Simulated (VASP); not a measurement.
V:

```
V
1.0
     0.00000    1.89500    1.89500
     1.89500    0.00000    1.89500
     1.89500    1.89500    0.00000
V
1
Direct
  0.00000 0.00000 0.00000
```

This isn't the form of V at room conditions, which is bcc.

```yaml
Program: VASP 6.6.1
Task: single point
Functional: PBE
Potentials_or_basis: VASP PAW PBE potentials, release 64 (V_sv)
Cutoff: 520 eV
k_mesh: 12 × 12 × 12
Occupations: fermi-dirac, width 0.05 eV
Spin: collinear spin, ferromagnetic start
Starting_moments: "[2.0] μB"
```

On this cell: pressure 4.0 GPa; net moment 0.00 μB per cell; band gap on the k mesh none (metal or under the smearing width).

The same run follows on a disturbed copy (cell strained at random at fixed volume):

```xyz
1
Lattice="-0.0475 1.8887 1.8832 1.8644 -0.0435 1.8793 1.8552 1.8755 -0.0343" Properties=species:S:1:pos:R:3 pbc="T T T"
V     0.0038    0.0066   -0.0546
```

Task: What does the disturbed cell give?

Result: The energy (extrapolated to zero smearing) moves by +1.7 meV/atom; pressure 3.9 GPa; net moment 0.00 μB per cell; band gap on the k mesh none (metal or under the smearing width).

Stress tensor (GPa, compression positive):
```
2.37 0.47 0.49
0.47 5.14 0.41
0.49 0.41 4.28
```
